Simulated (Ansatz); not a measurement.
SnSe under strain: Sn-119 Mössbauer parameters

Cell: a COD entry, relaxed with PBE at fixed cell and then changed (z stretched by 3 %, ions relaxed).

```
Sn Se
1.0
     0.00000    3.01000    3.10030
     3.01000    0.00000    3.10030
     3.01000    3.01000    0.00000
Sn Se
1 1
Direct
  0.00000 0.00000 0.00000
  0.50000 0.50000 0.50000
```

Atom numbers follow the list; atoms alike are taken as one site, whose name carries the number of the first.

Computed with Ansatz: DFT, PBE, plane waves and PAW, scalar-relativistic, 420 eV cutoff, Γ-centred 13×13×13 k-points, Fermi–Dirac smearing 0.02 eV.

Isomer shifts (against SnO₂) follow from the electron density at the nucleus, δ = α(ρ − ρ₀), with α = 0.099 mm s⁻¹ a₀³ and ρ₀ = 183191.44 a₀⁻³ from a line fitted to 8 measured compounds at this level of theory (rms miss 0.12 mm/s). ΔE_Q = ½eQV_zz(1 + η²/3)^½ with Q = -0.132 b for the 23.9 keV state.

(1) What would the Sn-119 spectrum's parameters be?

## Answers

(1) 

```
site  atoms          first shell  ρ − ρ₀ (a₀⁻³)  δ (mm/s)  ΔE_Q (mm/s)     η
  Sn      1  6 Se at 3.01–3.10 Å           37.2      3.68        -0.35  0.00
```

The shift of Sn is typical of Sn(II).

Without spin–orbit coupling (the program notes it for Sn) the gradients can shift somewhat, as the gap is small. With a gap of 0.4 eV on this mesh, the gradients can still move by some per cent as the k-mesh gets denser. Shifts outside the range of the fitted compounds (-0.5 to 3.2 mm/s for Sn) are extrapolations.

The relaxation (1 step) took 8 s of wall time (8 s of CPU time) and 0.6 GiB at its peak, on 1 thread of Intel Xeon 6975P-C (Granite Rapids) (x86_64; 16 cores open to the job, memory cap 3.0 GiB, no GPU), a shared host with a load of 0.1 a core.
